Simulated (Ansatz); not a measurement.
Below is a relaxed structure of GaP. It was relaxed at this level from a Materials Project cell.

These are results of Ansatz, DFT PBE, scalar-relativistic, plane waves, PAW, not measurements. Cutoff 420 eV, Γ-centred mesh, Gaussian smearing, no spin polarisation.

```yaml
crystal:
  lattice:
    - [1.94228, 1.12138, 6.43505]
    - [-1.94228, 1.12138, 6.43505]
    - [0.00000, -2.24275, 6.43505]
  atoms:
    - { symbol: Ga, position: [0.43558, 0.43558, 0.43558] }
    - { symbol: Ga, position: [0.56442, 0.56442, 0.56442] }
    - { symbol: P, position: [0.05751, 0.05751, 0.05751] }
    - { symbol: P, position: [0.94249, 0.94249, 0.94249] }
```

Formation energies are uncorrected and refer to the elements' standard structures at the same level. The references include black phosphorus.

Problem. Find its symmetry and describe it.

Solution. R-3m (No. 166), with Ga and P ordered on diamond sites. Conventional cell: a = 3.885 Å, c = 19.305 Å. Ga is surrounded by 3 P at 2.40 Å and 1 Ga at 2.49 Å; P is surrounded by 1 P at 2.22 Å and 3 Ga at 2.40 Å.

Problem. What is its formation energy per atom?

Solution. −0.302 eV/atom.

Problem. Is it a metal?

Solution. No, the gap on the 12×12×12 mesh is 0.80 eV.

The last run used a 12×12×12 mesh for its 4-atom cell and Gaussian smearing of 0.02 eV. Kohn–Sham gaps at this level usually fall short of measured ones. The reference form of P is held partly by dispersion forces, which this level lacks. Symmetry constrained the relaxation, so the result can be a saddle point. Another cell of GaP relaxed alike, in F-43m (a cell as deposited in COD), lies 130 meV/atom lower, so this cell isn't the stable form at this level.
